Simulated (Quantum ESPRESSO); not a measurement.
BaS:

```
Ba S
1.0
     0.00000    3.19375    3.19375
     3.19375    0.00000    3.19375
     3.19375    3.19375    0.00000
Ba S
1 1
Direct
  0.00000 0.00000 0.00000
  0.50000 0.50000 0.50000
```

Base run:

- Program: Quantum ESPRESSO 7.5
- Functional: PBE
- Potentials or basis: PseudoDojo 0.4.1 SR PBE standard
- Cutoff: 707 eV
- Density cutoff: 2830 eV
- k mesh: 6 × 6 × 6, shifted
- Occupations: fermi-dirac, width 0.05 eV
- Spin: no spin polarisation

Its results: pressure 1.1 GPa; electronic dielectric tensor (diagonal) 4.84.

Question: The run is repeated on the same cell with these changes: functional from PBE to AM05. What comes out?

Answer: Pressure -0.1 GPa; electronic dielectric tensor (diagonal) 4.91.

AM05 binds more tightly than PBE, so the same cell stands under less pressure.

Caveats: this release of the barium file is off; the potentials were made for another functional, which shifts forces and pressure (some runs).
